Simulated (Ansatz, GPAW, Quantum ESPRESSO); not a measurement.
# One calculation of In3Sb, 3 ways

```
Sb In
1.0
     4.83696    0.00000    0.00000
     0.00000    4.83696    0.00000
     0.00000    0.00000    4.83696
Sb In
1 3
Direct
  0.00136 0.00527 0.01176
  0.00178 0.49437 0.50751
  0.50510 0.01187 0.49896
  0.50608 0.50228 0.00187
```

The cell comes from a database or a generator and needn't be the stable form of this composition.

Atoms were shifted at random by some hundredths of an Å from the given cell, which wasn't relaxed again for these runs.

Alike in all runs: task single point; functional PBEsol; k mesh 6 × 6 × 6; occupations fermi-dirac, width 0.05 eV; no spin polarisation; no spin-orbit coupling. A missing gap at this level doesn't show that the real crystal is a metal. Pressure is positive in compression and, in plane waves, holds the error of the finite cutoff.

```json
{"program and potentials": "Quantum ESPRESSO, GBRV 1.5 PBEsol", "plane-wave cutoff (eV)": "762", "notes": "-", "band gap (eV)": "no gap", "pressure (GPa)": "-2.66", "largest force (eV/Å)": "0.110", "energy over the undisturbed cell (meV/atom)": "1.25"}
{"program and potentials": "GPAW, PAW data sets generated for this functional", "plane-wave cutoff (eV)": "600", "notes": "-", "band gap (eV)": "no gap", "pressure (GPa)": "-2.82", "largest force (eV/Å)": "0.106", "energy over the undisturbed cell (meV/atom)": "1.19"}
{"program and potentials": "Ansatz, all-electron LAPW, scalar-relativistic", "plane-wave cutoff (eV)": "-", "notes": "-", "band gap (eV)": "no gap", "pressure (GPa)": "-2.53", "largest force (eV/Å)": "0.110", "energy over the undisturbed cell (meV/atom)": "-"}
```

Force on atom 3 (In), eV/Å:

| program and potentials | x | y | z |
| --- | --- | --- | --- |
| Quantum ESPRESSO, GBRV 1.5 PBEsol | -0.023 | -0.105 | 0.023 |
| GPAW, PAW data sets generated for this functional | -0.022 | -0.102 | 0.020 |
| Ansatz, all-electron LAPW, scalar-relativistic | -0.023 | -0.105 | 0.023 |

None finds a gap. The pressure spans -2.82 (GPAW, PAW data sets generated for this functional) to -2.53 GPa (Ansatz, all-electron LAPW, scalar-relativistic), with all-electron results at -2.53.

The functional is the same throughout but for its coding, so the spread measures potentials, basis and numerics; runs on potential files found faulty are left out.
